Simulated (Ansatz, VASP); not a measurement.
**One calculation of SiGe5, two programs**

```
Si Ge
1.0
     5.49951    0.00000    0.00000
    -2.74976    4.76272    0.00000
     0.00000    0.00000    4.33910
Si Ge
1 5
Direct
  0.00000 0.00000 0.00000
  0.00000 0.50000 0.50000
  0.33333 0.66667 0.00000
  0.66667 0.33333 0.00000
  0.50000 0.00000 0.50000
  0.50000 0.50000 0.50000
```

Change from the starting cell: species swapped into the EuNi5 type (P6/mmm, No. 191).

Alike in both runs: task single point; functional PBE; k mesh 6 × 6 × 4; occupations gaussian, width 0.1 eV; no spin polarisation.

|  | VASP | Ansatz |
| --- | --- | --- |
| version | VASP 6.6.1 | Ansatz 0.2.0 |
| potentials or method | VASP PAW PBE potentials, release 64 (Si, Ge_d) | scalar-relativistic, plane waves, PAW |
| plane-wave cutoff (eV) | 520 | 420 |
| valence electrons in the cell | 74 | 74 |

VASP gave:

```
gap on the k mesh at the Fermi level (eV)       : none
pressure (GPa)                                  : 8.2
largest component of the traceless stress (GPa) : 5.22
```

Q: Estimate Ansatz's values.

A: gap on the k mesh at the Fermi level (eV): none; pressure (GPa): 8.1; largest component of the traceless stress (GPa): 5.23.

A gap of «none» marks a metal or a gap that the smearing closes.

Caveats: the k mesh is coarse (spacing up to 0.36 Å⁻¹), so the values aren't converged.
